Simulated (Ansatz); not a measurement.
Consider the hydrogenolysis of a C–Si bond: `C=CCC[SiH3]` + H₂ → `C=CCC` + SiH₄.

Gas-phase electronic energies from Ansatz, PBE0-D4/def2-TZVP geometries. CBS: MP2 limit from def2 TZ/QZ plus the TZ coupled-cluster correction, frozen cores. This one scheme is used for every species. DFT in def2-TZVPP. B3LYP here is the variant with VWN-RPA as its local correlation; programs differ in this. Each species was taken in one conformer, which may not be the lowest.

| level | ΔE (kJ/mol) | difference from CCSD(T)/CBS |
| --- | --- | --- |
| r2SCAN-D4 | -29.7 | 0.3 |
| B3LYP-D4 | -33.0 | -3.0 |
| ωB97X-V | -33.6 | -3.6 |
| ωB97M-V | -30.7 | -0.7 |
| B2PLYP | -40.2 | -10.2 |
| PBE | -36.8 | -6.8 |
| r2SCAN | -32.3 | -2.3 |
| PBE0 | -39.1 | -9.1 |
| B3LYP | -47.5 | -17.5 |
| HF/def2-TZVPP | -61.2 | -31.2 |
| MP2/def2-TZVPP | -26.5 | 3.5 |
| CCSD(T)/def2-TZVPP | -33.2 | -3.2 |
| HF/def2-QZVPP | -61.2 | -31.2 |
| SCS-MP2/def2-QZVPP | -32.2 | -2.2 |
| HF/CBS(def2) | -61.1 | -31.1 |
| MP2/CBS(def2) | -23.3 | 6.7 |
| CCSD(T)/CBS | -30.0 | 0 |

Largest T1 diagnostic among the species: 0.011.

In def2-TZVPP, CCSD(T) changes the Hartree–Fock value by +28.0 kJ/mol (the triples alone add +5.2 kJ/mol) and MP2 by +34.7 kJ/mol. The D4 term adds +14.5 kJ/mol with B3LYP and +8.2 kJ/mol with PBE0; it sums over pairs of atoms, weighted by their polarisabilities, and B3LYP, whose exchange is more repulsive, gets the larger term.

CCSD(T)/CBS has its own doubt, a few kJ/mol and more with outer-core shells, so smaller differences from it don't rank the levels.
